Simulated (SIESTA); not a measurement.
HfC under changes of volume

One of the cells (12.568 Å³/atom); the others are scaled copies at fixed shape and fractional positions:

```
Hf C
1.0
     0.00000    2.32500    2.32500
     2.32500    0.00000    2.32500
     2.32500    2.32500    0.00000
Hf C
1 1
Direct
  0.50000 0.50000 0.50000
  0.00000 0.00000 0.00000
```

- Program: SIESTA 5.4.2
- Functional: PBE
- Potentials or basis: PseudoDojo 0.4 standard (PBE files)
- Basis: TZP (energy shift 0.002 Ry)
- Grid cutoff: 800 Ry
- Energy shift: 0.002 Ry
- k mesh: 10 × 10 × 10
- Occupations: fermi-dirac, width 0.05 eV
- Spin: no spin polarisation

```csv
volume (Å³/atom),energy over the lowest point (meV/atom),pressure (GPa)
11.814,44.58,18.3
12.065,20.85,12.1
12.317,6.27,6.6
12.568,0.00,1.5
12.819,?,?
13.071,9.38,-7.2
13.322,23.72,-11.0
```

Task: What does the run at 12.819 Å³/atom give?

Result: Energy over the lowest point 1.30 meV/atom; pressure -3.0 GPa.

Worked out: A Birch-Murnaghan fit of order 3 (a polynomial in V^(-2/3)) to the other rows has its minimum at 12.65 Å³/atom with B0 = V·E''(V) = 234 GPa and B' = 3.8. It gives 1.26 meV/atom at 12.819 Å³/atom, against the run's 1.30, and -dE/dV = -3.1 GPa, against -3.0.

Energies are extrapolated to zero smearing.

Caveats: semicore shells carry a single zeta, which can move pressures by several GPa and volumes by a few percent; the basis of atomic orbitals isn't converged, which shifts pressures, moduli and gaps.
